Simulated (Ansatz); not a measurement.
# Strain response of Ru

Computed with DFT PBEsol, scalar-relativistic, plane waves, PAW in Ansatz. (420 eV cutoff, 24×24×12 k-mesh, Gaussian smearing of 0.10 eV, no spin polarisation)

The relaxed crystal:

```
CELL_PARAMETERS angstrom
2.68948 0.00000 0.00000
-1.34474 2.32916 0.00000
0.00000 0.00000 4.25194
ATOMIC_POSITIONS crystal
Ru 0.33333 0.66667 0.25000
Ru 0.66667 0.33333 0.75000
```

Deformation: biaxial strain in the a-b plane, with the length and tilt of c and the atoms relaxed, all within the symmetry that the strain leaves. Energies are extrapolated to zero smearing. On this cell's mesh the reference holds a stress of up to 0.64 GPa.

```tsv
strain (%)	ΔE (meV/atom)	a (Å)	b (Å)	c (Å)
-3.0	62.6	2.609	2.609	4.322
-2.0	27.6	2.636	2.636	4.297
-1.0	7.2	2.663	2.663	4.272
+0.0	0.0	2.689	2.689	4.252
+1.0	4.8	2.716	2.716	4.225
+2.0	20.3	2.743	2.743	4.202
+3.0	45.5	2.770	2.770	4.179
```

Question: What stiffness (1/V) d²E/dε² at zero strain does a cubic fit over all points give?

Answer: A cubic fit gives (1/V) d²E/dε² = 1446 GPa at zero strain (twice the biaxial modulus).

Question: How does the free axis c answer a small strain?

Answer: Between the innermost points its strain is -0.56 times the applied one.